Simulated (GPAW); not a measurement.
Write an ASE script for GPAW 26.7.0 that does the following.

```
Task                      : band structure
Functional                : vdW-DF2
Potentials or basis       : GPAW PAW data sets (gpaw-data 1.2.1)
Cutoff                    : 600 eV
Basis                     : pw
k mesh                    : 6 × 6 × 6
Occupations               : fermi-dirac, width 0.05 eV
Spin                      : spin-orbit coupling, no magnetisation
Maxiter                   : 150
Band path                 : GXWKGLUWLK,UX
Band points               : 60
spin axis theta (degrees) : 90
spin axis phi (degrees)   : 45
Soc after scf             : second variation
```

The system is HgSe.

```xyz
2
Lattice="0.0000 3.0390 3.0390 3.0390 0.0000 3.0390 3.0390 3.0390 0.0000" Properties=species:S:1:pos:R:3 pbc="T T T"
Hg    0.0000    0.0000    0.0000
Se    1.5195    1.5195    1.5195
```

These files were run (other wordings do the same):

run.py

```python
import numpy as np
from ase.dft.bandgap import bandgap
from ase.io import write
from ase.spacegroup import crystal
from gpaw import GPAW, PW
from gpaw.spinorbit import soc_eigenstates

# Hg 4a
# Se 4c
atoms = crystal(['Hg', 'Se'],
                basis=[[0.0, 0.0, 0.0],
                       [0.25, 0.25, 0.25]],
                spacegroup=216, setting=1,  # F-43m
                cellpar=[6.078, 6.078, 6.078, 90.0, 90.0, 90.0],
                primitive_cell=True)

calc = GPAW(mode=PW(600),
            xc={'name': 'vdW-DF2', 'backend': 'libvdwxc'},
            kpts={'size': (6, 6, 6), 'gamma': True},
            occupations={'name': 'fermi-dirac', 'width': 0.05},
            nbands=18,
            convergence={'density': 1e-05, 'energy': 1e-05},
            maxiter=150,
            txt='gpaw.txt')
atoms.calc = calc
energy = atoms.get_potential_energy()
forces = atoms.get_forces()
calc.write('gs.gpw')
write('result.traj', atoms)
print(f'Energy: {energy:.6f} eV')
print('Forces (eV/A):')
print(forces.round(4))
print('Fermi level:', round(calc.get_fermi_level(), 4), 'eV')
print(f'Gap: {bandgap(calc)[0]:.4f} eV, direct: {bandgap(calc, direct=True)[0]:.4f} eV')

path = atoms.cell.bandpath('GXWKGLUWLK,UX', npoints=60, eps=1e-4)
bs_calc = calc.fixed_density(kpts=path, symmetry='off', nbands=30,
                             convergence={'bands': 'CBM+6.0', 'eigenstates': 1e-6}, txt='bands.txt')
bs = bs_calc.band_structure()
bs.write('bs.json')
print(f'Gap on the path: {bandgap(bs_calc)[0]:.4f} eV')

soc = soc_eigenstates(bs_calc, theta=90, phi=45)
np.savetxt('soc_bands.dat', soc.eigenvalues(), fmt='%.4f')
mesh = soc_eigenstates('gs.gpw', theta=90, phi=45)
np.savetxt('soc_mesh.dat', mesh.eigenvalues(), fmt='%.4f')
print('Fermi level with spin-orbit coupling:', round(mesh.fermi_level, 4), 'eV')
```

Potentials or basis: GPAW PAW data sets (gpaw-data 1.2.1), pw.

The run is started by

```console
$ OMP_NUM_THREADS=1 python run.py
```

Results of the run:

```json
{"Band gap along the path": "none (metal or under the smearing width)"}
```

Caveat: spin-orbit coupling was added after a scalar SCF, so levels and gaps hold it while energy, forces, pressure and moments don't; this program's spin-orbit splittings come out too wide for heavy elements; the PAW data sets were made with another functional, which shifts forces and pressure a little.

It took 33 s on 1 thread of Arm Neoverse V2 (shared host), peak memory 0.3 GiB.
